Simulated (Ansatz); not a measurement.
# C62N (NV centre in diamond, neutral, 64-site cell): the cost of one run

Computed with Ansatz 0.2.0 (DFT r2SCAN, scalar-relativistic, plane waves, PAW, and further levels as typed in the inputs, unless a step's input says otherwise).

**1. The starting structure**

It takes space group R3m (No. 160, trigonal). The conventional cell has a = 10.097 Å, b = 10.097 Å, c = 12.367 Å, α = 90.00°, β = 90.00°, γ = 120.00°. N (site symmetry 3m) is surrounded by 3 C at 1.48 Å. Around C (site symmetry m) lie 3 C at 1.48 to 1.50 Å. C (site symmetry m) has 4 C at 1.48 to 1.56 Å as nearest neighbours. Around C (site symmetry 1) lie 4 C at 1.50 to 1.58 Å. C (site symmetry m) has 1 N at 1.48 Å and 3 C at 1.53 to 1.56 Å as nearest neighbours. C (site symmetry m) has 4 C at 1.54 to 1.55 Å as nearest neighbours. C (site symmetry 1) is surrounded by 4 C at 1.54 to 1.56 Å. Only part of the 19 independent sites is listed.

Structure file:

```
N C
1.0
     7.14000    0.00000    0.00000
     0.00000    7.14000    0.00000
     0.00000    0.00000    7.14000
N C
1 62
Direct
  0.63690 0.63690 0.63690
  0.63217 0.36359 0.36359
  0.36359 0.63217 0.36359
  0.36359 0.36359 0.63217
  0.50027 0.25041 0.25041
  0.49977 0.25285 0.74675
  0.49977 0.74675 0.25285
  0.50628 0.75026 0.75026
  0.25041 0.50027 0.25041
  0.25285 0.49977 0.74675
  0.74675 0.49977 0.25285
  0.75026 0.50628 0.75026
  0.25041 0.25041 0.50027
  0.25285 0.74675 0.49977
  0.74675 0.25285 0.49977
  0.75026 0.75026 0.50628
  0.12585 0.62435 0.62435
  0.62435 0.12585 0.62435
  0.62435 0.62435 0.12585
  0.12477 0.37507 0.37507
  0.62388 0.37776 0.87292
  0.62388 0.87292 0.37776
  0.37507 0.12477 0.37507
  0.37776 0.62388 0.87292
  0.87292 0.62388 0.37776
  0.37507 0.37507 0.12477
  0.37776 0.87292 0.62388
  0.87292 0.37776 0.62388
  0.99992 0.49999 0.49999
  0.49999 0.99992 0.49999
  0.49999 0.49999 0.99992
  0.12343 0.12343 0.62450
  0.12343 0.62450 0.12343
  0.62450 0.12343 0.12343
  0.12415 0.37443 0.87520
  0.12415 0.87520 0.37443
  0.62571 0.87657 0.87657
  0.37443 0.12415 0.87520
  0.87520 0.12415 0.37443
  0.87657 0.62571 0.87657
  0.37443 0.87520 0.12415
  0.87520 0.37443 0.12415
  0.87657 0.87657 0.62571
  0.99984 0.24999 0.24999
  0.99899 0.25089 0.74952
  0.99899 0.74952 0.25089
  0.00151 0.75024 0.75024
  0.24999 0.99984 0.24999
  0.25089 0.99899 0.74952
  0.74952 0.99899 0.25089
  0.75024 0.00151 0.75024
  0.24999 0.24999 0.99984
  0.25089 0.74952 0.99899
  0.74952 0.25089 0.99899
  0.75024 0.75024 0.00151
  0.12476 0.12476 0.12476
  0.12574 0.87461 0.87461
  0.87461 0.12574 0.87461
  0.87461 0.87461 0.12574
  0.00013 0.00013 0.50024
  0.00013 0.50024 0.00013
  0.50024 0.00013 0.00013
  0.00004 0.00004 0.00004
```

**2. Single point: C62N defect cell, moments +++**

It takes the final geometry of an earlier run.

File input.yaml:

```yaml
crystal:
  lattice:
    - [7.14, 0.0, 0.0]
    - [0.0, 7.14, 0.0]
    - [0.0, 0.0, 7.14]
  atoms:
    - { symbol: "N", position: [0.636898184, 0.636898184, 0.6368979091] }
    - { symbol: C, position: [0.6321697925, 0.3635942299, 0.3635943288], spin: 0.333333 }
    - { symbol: C, position: [0.3635942299, 0.6321697925, 0.3635943288], spin: 0.333333 }
    - { symbol: C, position: [0.3635943691, 0.3635943691, 0.6321695737], spin: 0.333334 }
    - { symbol: C, position: [0.5002675666, 0.2504057126, 0.2504057661] }
    - { symbol: C, position: [0.499771757, 0.2528532206, 0.7467463169] }
    - { symbol: C, position: [0.4997718868, 0.7467463797, 0.2528532208] }
    - { symbol: C, position: [0.5062821933, 0.7502565806, 0.7502565995] }
    - { symbol: C, position: [0.2504057126, 0.5002675666, 0.2504057661] }
    - { symbol: C, position: [0.2528532206, 0.499771757, 0.7467463169] }
    - { symbol: C, position: [0.7467463797, 0.4997718868, 0.2528532208] }
    - { symbol: C, position: [0.7502565806, 0.5062821933, 0.7502565995] }
    - { symbol: C, position: [0.2504056944, 0.2504056944, 0.5002676546] }
    - { symbol: C, position: [0.2528531643, 0.7467463627, 0.4997718687] }
    - { symbol: C, position: [0.7467463627, 0.2528531643, 0.4997718687] }
    - { symbol: C, position: [0.7502567252, 0.7502567252, 0.5062821524] }
    - { symbol: C, position: [0.1258451216, 0.6243455412, 0.6243455923] }
    - { symbol: C, position: [0.6243455412, 0.1258451216, 0.6243455923] }
    - { symbol: C, position: [0.6243455255, 0.6243455255, 0.1258451814] }
    - { symbol: C, position: [0.124771013, 0.3750736294, 0.3750736918] }
    - { symbol: C, position: [0.6238750077, 0.3777620131, 0.8729151733] }
    - { symbol: C, position: [0.6238750637, 0.872915228, 0.3777620642] }
    - { symbol: C, position: [0.3750736294, 0.124771013, 0.3750736918] }
    - { symbol: C, position: [0.3777620131, 0.6238750077, 0.8729151733] }
    - { symbol: C, position: [0.872915228, 0.6238750637, 0.3777620642] }
    - { symbol: C, position: [0.3750736703, 0.3750736703, 0.1247710378] }
    - { symbol: C, position: [0.3777620289, 0.8729151981, 0.6238750586] }
    - { symbol: C, position: [0.8729151981, 0.3777620289, 0.6238750586] }
    - { symbol: C, position: [-8.23026e-05, 0.4999936969, 0.49999368] }
    - { symbol: C, position: [0.4999936969, -8.23026e-05, 0.49999368] }
    - { symbol: C, position: [0.4999936752, 0.4999936752, -8.22214e-05] }
    - { symbol: C, position: [0.1234287428, 0.1234287428, 0.6244960636] }
    - { symbol: C, position: [0.123428753, 0.6244961388, 0.123428772] }
    - { symbol: C, position: [0.6244961388, 0.123428753, 0.123428772] }
    - { symbol: C, position: [0.1241547487, 0.3744345994, 0.875200049] }
    - { symbol: C, position: [0.124154736, 0.8752000378, 0.3744345101] }
    - { symbol: C, position: [0.6257109533, 0.8765706627, 0.8765707128] }
    - { symbol: C, position: [0.3744345994, 0.1241547487, 0.875200049] }
    - { symbol: C, position: [0.8752000378, 0.124154736, 0.3744345101] }
    - { symbol: C, position: [0.8765706627, 0.6257109533, 0.8765707128] }
    - { symbol: C, position: [0.3744345592, 0.8752000074, 0.1241547939] }
    - { symbol: C, position: [0.8752000074, 0.3744345592, 0.1241547939] }
    - { symbol: C, position: [0.8765707205, 0.8765707205, 0.6257109313] }
    - { symbol: C, position: [-0.0001621317, 0.2499921844, 0.2499921878] }
    - { symbol: C, position: [-0.001010436, 0.2508855118, 0.7495247205] }
    - { symbol: C, position: [-0.0010103714, 0.7495247074, 0.2508855046] }
    - { symbol: C, position: [0.0015088649, 0.7502362004, 0.7502362262] }
    - { symbol: C, position: [0.2499921844, -0.0001621317, 0.2499921878] }
    - { symbol: C, position: [0.2508855118, -0.001010436, 0.7495247205] }
    - { symbol: C, position: [0.7495247074, -0.0010103714, 0.2508855046] }
    - { symbol: C, position: [0.7502362004, 0.0015088649, 0.7502362262] }
    - { symbol: C, position: [0.249992169, 0.249992169, -0.0001620777] }
    - { symbol: C, position: [0.2508855472, 0.7495246514, -0.001010418] }
    - { symbol: C, position: [0.7495246514, 0.2508855472, -0.001010418] }
    - { symbol: C, position: [0.7502362322, 0.7502362322, 0.0015088719] }
    - { symbol: C, position: [0.1247589053, 0.1247589053, 0.1247588758] }
    - { symbol: C, position: [0.1257380916, 0.8746145425, 0.8746145488] }
    - { symbol: C, position: [0.8746145425, 0.1257380916, 0.8746145488] }
    - { symbol: C, position: [0.8746145334, 0.8746145334, 0.1257380966] }
    - { symbol: C, position: [0.0001302984, 0.0001302984, 0.5002428559] }
    - { symbol: C, position: [0.0001302848, 0.5002429498, 0.0001302528] }
    - { symbol: C, position: [0.5002429498, 0.0001302848, 0.0001302528] }
    - { symbol: C, position: [4.46755e-05, 4.46755e-05, 4.46522e-05] }
magnetization:
  spin_polarized: true
scf:
  occupations:
    method: explicit
    values: { up: [[1, 0.5, 0.5]], down: [[1, 0, 0]] }
  n_extra_bands: 6
output:
  forces: true
  stress: false
  eigenvalues: true
kpoints:
  mp_grid: { grid: [1, 1, 1] }
hamiltonian:
  xc: r2scan
```

On the command line:

```console
> ansatz run input.yaml --threads 8 --pin off --max-ram 24576MiB --backend cpu --events-out ev --progress --plain --runs-dir out
```

**Question.** How long does this run take on 8 threads of Intel Xeon Platinum 8259CL at 2.50GHz (Skylake/Cascade Lake), shared host, and how much memory does it need?

About 9.9 s, with a peak of 1.4 GiB.
